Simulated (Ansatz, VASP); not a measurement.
## Be4S: VASP beside Ansatz

```xyz
5
Lattice="2.1875 1.2629 3.8868 -2.1875 1.2629 3.8868 0.0000 -2.5259 3.8868" Properties=species:S:1:pos:R:3 pbc="T T T"
Be    0.0000    1.2629    3.8868
Be   -1.0937   -0.6315    3.8868
Be    1.0937   -0.6315    3.8868
Be    0.0000    0.0000    5.8302
S     0.0000    0.0000    0.0000
```

Alike in both runs: functional PBE; k mesh 6 × 6 × 6; occupations gaussian, width 0.1 eV; no spin polarisation.

Ansatz relaxed the structure, and its values are those at the end. VASP's run is a single point on that final structure, the one shown.

|  | VASP | Ansatz |
| --- | --- | --- |
| version | VASP 6.6.1 | Ansatz 0.2.0 |
| potentials or method | VASP PAW PBE potentials, release 64 (Be, S) | scalar-relativistic, plane waves, PAW |
| plane-wave cutoff (eV) | 520 | 420 |
| valence electrons in the cell | 14 | 14 |

```tsv
	VASP	Ansatz	Ansatz less VASP
gap on the k mesh at the Fermi level (eV)	none	none	-
pressure (GPa)	0.1	0.1	-0.05
```

A gap of «none» marks a metal or a gap that the smearing closes. The functional is the same, so the differences come from potentials, cutoffs and numerics.
